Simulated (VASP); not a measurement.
Here is a VASP 6.6.1 calculation.

INCAR

```
  PREC = Accurate
  ENCUT = 520
  EDIFF = 1E-6
  ISMEAR = 0
  SIGMA = 0.5
  LREAL = False
  LASPH = True
  NELM = 80
  ALGO = Normal
  ISIF = 2
  LWAVE = False
  LCHARG = False
  GGA = PS
  NBANDS = 16
```

File KPOINTS:

```
Automatic mesh
0
Gamma
  10 10 10
```

The input POSCAR:

```
InP
1.0
    0.0000000000      2.9395400000      2.9395400000
    2.9395400000      0.0000000000      2.9395400000
    2.9395400000      2.9395400000      0.0000000000
In P
1 1
Direct
    0.0000000000      0.0000000000      0.0000000000
    0.7500000000      0.7500000000      0.7500000000
```

Potentials or basis: VASP PAW PBE potentials, release 64 (In_d, P).

Run with:

```console
$ cat potpaw_PBE.64/In_d/POTCAR potpaw_PBE.64/P/POTCAR > POTCAR
$ mpirun -np 1 vasp_std > vasp.out
```

**Question.** What does it give for the band gap on the k mesh?

**Answer.** 0.57 eV, direct.

**Question.** What does it give for the pressure?

**Answer.** 0.0 GPa.

Caveat: the PAW data sets were made with another functional, which shifts forces and pressure a little; spin-orbit coupling is left out, which moves the levels of the heavy elements.

**What was measured.**

A printed reference work, data compilation reports, for a bulk crystal of InP at 1.6 K: band gap 1.4236 eV (direct).

A measured gap of InP is 1.4236 eV (direct; 1.6 K; a printed reference work, data compilation); the calculated 0.57 eV misses it by -0.86 eV. Spin-orbit coupling on In is left out. The value is that of PBEsol, without temperature or zero-point motion. Semilocal functionals fall short of measured gaps as a rule. The cell is a database's relaxed one, not the measured one, which moves gaps too.
